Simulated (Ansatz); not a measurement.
Where the states of Sb lie

```
Sb
1.0
     3.10716    0.00000    0.00000
     0.00000    3.10716    0.00000
     0.00000    0.00000    3.10716
Sb
1
Cartesian
  0.0000 0.0000 0.0000
```

The structure comes from a relaxation in the same program, started in the sc type, and has space group Pm-3m. Whether it is a known phase or the ground state wasn't checked.

Spin–orbit coupling is left out, though it moves levels of the heavy atoms by tenths of an eV or more.

All numbers below come from DFT, PBE, all-electron LAPW, scalar-relativistic in Ansatz 0.2.0.

The runs use a Γ-centred 13×13×13 k mesh, Fermi–Dirac smearing of 0.05 eV, basis error target 1 meV/atom, no spin polarisation.

States per eV and cell, averaged over 0.4 eV, from -5.8 to 4.0 eV, with energies (bin centres) from the Fermi level; empty bins are left out. 

```csv
E (eV),total
-5.7,0.04
-5.3,0.16
-4.9,0.26
-4.5,0.36
-4.1,0.46
-3.7,0.65
-3.3,0.79
-2.9,0.72
-2.5,0.75
-2.1,0.69
-1.7,0.67
-1.3,0.62
-0.9,0.56
-0.5,0.52
-0.1,0.51
0.3,0.51
0.7,0.51
1.1,0.51
1.5,0.49
1.9,0.50
2.3,0.58
2.7,0.68
3.1,0.73
3.5,0.79
3.9,0.78
```
